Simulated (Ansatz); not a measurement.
MgSi:

```
CELL_PARAMETERS angstrom
1.50251 -5.42602 0.00000
1.50251 5.42602 0.00000
0.00000 0.00000 4.34018
ATOMIC_POSITIONS crystal
Si 0.57064 0.42936 0.75000
Si 0.42936 0.57064 0.25000
Mg 0.16838 0.83162 0.25000
Mg 0.83162 0.16838 0.75000
```

The cell comes from a database or a generator and needn't be the stable form of this composition.

Base run:

```yaml
Program: Ansatz 0.2.0
Functional: LDA
Potentials_or_basis: Ansatz PAW
Cutoff: "420 eV (not typed: the program's choice for these potentials)"
k_mesh: 9 × 9 × 6
Occupations: fermi-dirac, width 0.05 eV
Spin: no spin polarisation
```

Its results: band gap on the k mesh none (metal or under the smearing width); pressure -3.1 GPa; largest force 0.162 eV/Å.

**Question.** The run is repeated on the same cell with these changes: functional from LDA to r2SCAN; cutoff from 420 eV (not typed: the program's choice for these potentials) to 500 eV (not typed: the program's choice for these potentials). What comes out?

**Answer.** Band gap on the k mesh none (metal or under the smearing width); pressure -1.1 GPa; largest force 0.189 eV/Å.

Caveats: the PAW data sets come from PBE, with cores solved anew for the run's functional, which leaves a small shift of forces and pressure.
